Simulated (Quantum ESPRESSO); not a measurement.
HgSe: equation of state with PBE+D3(BJ)

**What was measured.**

From “The pseudo-binary mercury chalcogenide alloy HgSe0.7S0.3 at high pressure: a mechanism of the zinc blende/cinnabar reconstructive phase transition”, 2002, arxiv:cond-mat/0209548, for a bulk crystal of HgSe: bulk modulus 51.6 ± 0.2 GPa.

HgSe:

```
CELL_PARAMETERS angstrom
0.00000 3.03900 3.03900
3.03900 0.00000 3.03900
3.03900 3.03900 0.00000
ATOMIC_POSITIONS crystal
Hg 0.00000 0.00000 0.00000
Se 0.75000 0.75000 0.75000
```

```yaml
Program: Quantum ESPRESSO 7.5
Task: equation of state
Functional: PBE
Dispersion: D3(BJ)
Potentials_or_basis: PseudoDojo 0.4.1 SR PBE standard
Cutoff: 1170 eV
Density_cutoff: 4680 eV
k_mesh: 8 × 8 × 8
Occupations: fermi-dirac, width 0.05 eV
Spin: no spin polarisation
```

* Equilibrium volume: 29.48 Å³/atom
* Bulk modulus: 48 GPa
* Pressure derivative of the bulk modulus: 5.0

Energy against volume, from the lowest point:
```csv
volume (Å³/atom),energy (meV/atom)
26.383,60.93
26.944,39.02
27.505,22.54
28.067,10.90
28.628,3.56
29.189,0.07
29.751,0.00
```

All runs of the series together: 7.7 min on 1 thread of Arm Neoverse V1 (shared host).

A measured bulk modulus of HgSe is 51.6 GPa (quoted in “The pseudo-binary mercury chalcogenide alloy HgSe0.7S0.3 at high pressure: a mechanism of the zinc blende/cinnabar reconstructive phase transition”, 2002, arxiv:cond-mat/0209548); the calculated 48 GPa misses it by -6.4 %. The fit is for a static lattice scaled at fixed shape and fixed fractional positions.

Spin-orbit coupling is left out, which matters for the levels of Hg.
